**Question**

Boron arsenide, BAs, is a semiconductor in which each atom has four neighbours of the other kind. The table follows its crystal from strong compression to strong stretching, computed with the density functional PBE. The cell called unstrained here is the one with volume 13.684 Å³/atom. It was relaxed with another functional, r2SCAN, and in PBE it is still slightly compressed.

Ansatz 0.2.0, PBE with plane waves and PAW potentials, no spin polarisation or spin-orbit coupling: BAs (F-43m, 2 atoms per cell), the r2SCAN-relaxed cell and nine hydrostatically strained ones. Cutoff 420 eV, 10×10×10 k mesh, Fermi-Dirac smearing of width 0.02 eV; gaps are the least over the mesh and any further k points computed.

| volume (Å³/atom) | shortest distance (Å) | band gap (eV) | least direct gap (eV) |
| --- | --- | --- | --- |
| 11.658 | 1.964 | 1.015 | 3.499 |
| 12.396 | 2.004 | 1.084 | 3.407 |
| 13.022 | 2.037 | 1.137 | 3.340 |
| 13.342 | 2.054 | 1.163 | 3.308 |
| 13.480 | 2.061 | 1.173 | 3.295 |
| 13.684 | 2.071 | 1.188 | 3.276 |
| 14.309 | 2.102 | 1.232 | 3.221 |
| 14.326 | 2.103 | 1.233 | 3.220 |
| 15.027 | 2.137 | 1.277 | 3.164 |
| 16.014 | 2.183 | 1.330 | 2.738 |

The band gap is the smallest energy between filled and empty levels. The least direct gap is the smallest such energy when the electron keeps its wave vector. Here the direct gap lies at Γ, where the electron wave has the same phase in every cell. The band gap leads from the filled level at Γ to an empty valley about 80 % of the way to the zone-boundary point X.

At Γ the lowest empty level in the cells 13.022, 13.684 and 14.326 is a group of three, the triplet. Above it lies a single level, the singlet. The singlet stands 5.257 eV above the highest filled level at volume 13.022, and 4.048 eV above it at 14.326.

In the last step the direct gap drops far more than in any step before. Decide between three explanations:

- A. Longer bonds are weaker bonds, so the gap closes, and the last cell shows this process well advanced.
- B. The highest filled level jumps upwards.
- C. A different empty level becomes the lowest one at Γ.

**Model answer**

*Explanation A* is tempting because weaker bonds do mean a smaller distance between bonding and antibonding levels. If that were the whole story, the drop would continue the earlier trend. A smooth law fitted to the first nine cells follows them closely, yet it puts the direct gap of the last cell at 3.09 eV, where the table has 2.738 eV. The bonds lengthen in the last step by only 0.046 Å (2.183 − 2.137), which is too ordinary a change to explain such a break.

*Explanation B* can be tested because both gaps start from the same filled level. If that level jumped, the band gap would drop too, unless the valley happened to jump with it. In the last step the band gap instead rises by 0.05 eV, in line with its earlier course. The break therefore belongs to the empty levels at Γ.

*Explanation C* needs a level that sinks fast enough. Between volumes 13.022 and 14.326 the singlet comes 1.21 eV closer to the highest filled level, and the triplet only 0.12 eV. The remaining question is whether the singlet arrives in time.

For an estimate, suppose that the electron waves keep their shape and merely stretch with the crystal. Their kinetic energy then varies as 1/length², that is, as volume to the power −2/3. Let the remaining energy be a constant. This is a rule for extending the line, not a claim about how the energy is really shared out. With V for the volume and x = (13.684/V)^(2/3), the height of the singlet above the highest filled level is a straight line in x:

- V = 13.022: x = 1.0336, height 5.257 eV
- V = 14.326: x = 0.9699, height 4.048 eV
- V = 16.014: x = 0.9005, height 4.048 − 1.21 × (0.9699 − 0.9005)/(1.0336 − 0.9699) ≈ 2.73 eV

The table's direct gap in the last cell, which played no part in drawing this line, is 2.738 eV. One step earlier, at 15.027, the line still puts the singlet at 3.47 eV, above the direct gap of 3.164 eV. The singlet thus overtakes the triplet between the last two cells, at about 15.5 Å³/atom. Explanation C accounts for both the size of the drop and its place.

**Why the singlet sinks so fast**

Standard bonding theory offers a reason, though the table does not test it. The printed levels do not name their orbitals, but a single level and a group of three are what s and p orbitals should give here. Pull the atoms far apart, and each level returns to an atomic level. The singlet is built from s orbitals and the triplet mainly from p orbitals, and in free boron and arsenic atoms the outer s level lies below the outer p level. In the far-stretched limit the singlet must therefore be the lower of the two.

Now push the atoms together. In the singlet the s orbitals of boron and arsenic meet with opposite sign along all four bonds, and every bond raises the energy. In the triplet the p orbitals meet partly head-on and partly side by side, and these two contributions partly cancel. Compression therefore drives the singlet up much harder. In BAs it lies above the triplet in all three cells whose levels the question gives.

Between those cells and the far-stretched limit the levels have to change places. At Γ they differ in symmetry and do not mix, so they pass through each other instead of bending away. This is why the direct gap shows a kink and not a gentle curve.

The same reasoning serves for a related semiconductor: first ask which empty level is lowest at Γ. Where it is already the s-like singlet, as in gallium arsenide, the direct gap reacts strongly to stretching from the start.

**Remarks on the reasoning**

*How firm is the verdict?* The levels in the last cell are inferred from the line, not read off. The close agreement depends on the chosen scaling: a line in the volume itself would give 2.48 eV, and one in its logarithm 2.64 eV. Both still lie well below the triplet's 3.09 eV, so the change of order survives the choice, while the match to a hundredth of an electronvolt does not. The singlet level printed for the cell 13.684, which was not used to draw the lines, favours the chosen scaling: it meets that line to within 0.001 eV and the other two less closely. The printed output after this text gives the fits in detail.

*Why does the band gap grow?* This is a second blow to the rule "longer bond, smaller gap". A rough estimate treats the electrons as almost free. The waves that make up the highest filled level at Γ then carry more kinetic energy than those of the valley state, so stretching should lower that level more and widen the gap. The argument gives the right direction for the valley, but for the empty level at L, another zone-boundary point, it also predicts a widening, whereas that gap shrinks by 0.56 eV between 13.022 and 14.326. Even for the valley, the argument predicts about four times the widening found. The estimate therefore does not explain the growth, and the table leaves its cause open.

*What does it mean in practice?* The crossing needs a volume about 13 % above that of the unstrained cell (15.47/13.684 ≈ 1.13), far beyond what heating does to a crystal with such stiff bonds. Near the unstrained volume, stretching slowly widens the band gap and slowly narrows the direct one. PBE gives gaps that are too small, and its error need not be the same for the singlet and the triplet. Spin-orbit coupling, left out here, would split the triplet as well as the highest filled level. The crossing volume therefore belongs to this calculation and may differ in a real crystal.

The analysis program printed:

```
fit of least_direct_gap on 9 rows (vol < max(vol)): constant 1.348 +/- 0.017, coefficient of inv2 1.929 +/- 0.017; rms 0.00228, worst 11.658 -0.00426, leave-one-out rms 0.00394
  rows outside the fit (model, value, miss): 16.014 3.085, 2.738, 0.347
fit of band_gap on 10 rows: constant 2.678 +/- 0.014, coefficient of inv2 -1.491 +/- 0.014; rms 0.00225, worst 16.014 0.00491, leave-one-out rms 0.00354
Band gap, change from first to last cell, eV: 0.315
Direct gap, change from 11.658 to 15.027, eV: -0.335
Direct gap, change in the last step, eV: -0.426
Band gap, change in the last step, eV: 0.053
Singlet separation at 13.022, eV: 5.257
Singlet separation at 14.326, eV: 4.048
Singlet line less printed level at 13.684, eV: -0.0006612
Singlet line at 15.027, eV: 3.47
Singlet line at 16.014, eV: 2.73
Singlet line less table at 16.014, eV: -0.008465
Singlet at 16.014 if linear in log volume, eV: 2.636
Singlet at 16.014 if linear in volume, eV: 2.481
Estimated volume where singlet and triplet cross, cubic angstrom per atom: 15.47
Valley gap, change from 13.022 to 14.326, eV: 0.096
Gap to L, same change of volume, eV: -0.5576
Gap to triplet at Gamma, same change of volume, eV: -0.12
Gap to singlet at Gamma, same change of volume, eV: -1.21
Empty-lattice kinetic change of valley gap, rough, eV: 0.402
Empty-lattice kinetic change of gap to L, rough, eV: 0.1047
```
